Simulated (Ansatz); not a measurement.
**NiO: single point with RPBE**

The system is NiO.

```
CELL_PARAMETERS angstrom
0.00000 2.08590 2.08590
2.08590 0.00000 2.08590
2.08590 2.08590 0.00000
ATOMIC_POSITIONS crystal
Ni 0.00000 0.00000 0.00000
O 0.50000 0.50000 0.50000
```

| Property | Result |
| --- | --- |
| Program | Ansatz 0.2.0 |
| Task | single point |
| Functional | RPBE |
| Potentials or basis | Ansatz PAW |
| Cutoff | 420 eV (not typed: the program's choice for these potentials) |
| k mesh | 11 × 11 × 11 |
| Occupations | gaussian, width 0.02 eV |
| Spin | collinear spin, ferromagnetic start |
| Starting moments | [1.0, 0.0] μB |

```yaml
Pressure: 13.3 GPa
Band_gap_on_the_k_mesh: none (metal or under the smearing width)
Net_moment: 1.84 μB per cell
Absolute_moment: 1.85 μB per cell
Site_moments: Ni +1.48; O +0.30 μB
```

Levels at points of the mesh, in eV from the Fermi level:
Spin up:
```csv
k point,band 10,band 11,band 12,band 13,band 14,band 15,band 16,band 17
"(0.00, 0.00, 0.00)",-3.04,-2.75,-2.75,-2.75,1.51,17.80,18.84,18.84
```
Spin down:
| k point | band 8 | band 9 | band 10 | band 11 | band 12 | band 13 | band 14 | band 15 |
| --- | --- | --- | --- | --- | --- | --- | --- | --- |
| (0.00, 0.00, 0.00) | -2.51 | -1.90 | -1.90 | -1.90 | -0.49 | -0.49 | 1.87 | 17.70 |

Wall time 4.7 s on 2 threads of Intel(R) Xeon(R) Platinum 8488C (Sapphire Rapids), on a shared host, peak memory 0.37 GiB.

The gap isn't set beside the measured one, since this odd mesh misses points on the zone boundary.

Caveat: the pressure holds a Pulay correction of +0.7 GPa for the finite cutoff; a cell with one magnetic atom can't hold antiferromagnetic order, which such compounds often take; semilocal functionals often make such compounds metallic where correlation or magnetic order opens a gap, which also shifts bond lengths; the PAW data sets come from PBE, with cores solved anew for the run's functional, which leaves a small shift of forces and pressure.
